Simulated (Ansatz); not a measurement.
Ca under changes of volume

One of the cells (43.099 Å³/atom); the others are scaled copies at fixed shape and fractional positions:

```
Ca
1.0
    -2.09649    2.10173    2.44535
     2.09649   -2.10173    2.44535
     2.09649    2.10173   -2.44535
Ca
1
Direct
  0.50000 0.50000 0.00000
```

This isn't the form of Ca at room conditions, which is fcc.

- Program: Ansatz 0.2.0
- Functional: LDA
- Potentials or basis: all-electron LAPW, scalar-relativistic
- Cutoff: 86 eV (chosen from the basis error)
- Basis error allowed: 0.001 eV/atom
- k mesh: 9 × 9 × 9
- Occupations: gaussian, width 0.05 eV
- Spin: no spin polarisation

| volume (Å³/atom) | energy over the lowest point (meV/atom) | pressure (GPa) |
| --- | --- | --- |
| 40.513 | 0.00 | -1.2 |
| 41.375 | 7.16 | -1.5 |
| 42.237 | 15.92 | -1.8 |
| 43.099 | 26.15 | -2.0 |
| 43.961 | ? | ? |
| 44.823 | 50.46 | -2.5 |
| 45.685 | 64.28 | -2.7 |

Problem. What does the run at 43.961 Å³/atom give?

Solution. Energy over the lowest point 37.71 meV/atom; pressure -2.3 GPa.

Worked out: A Birch-Murnaghan fit of order 3 (a polynomial in V^(-2/3)) to the other rows has no minimum within the range. It gives 37.71 meV/atom at 43.961 Å³/atom, against the run's 37.71, and -dE/dV = -2.3 GPa, against -2.3.

Energies are extrapolated to zero smearing.
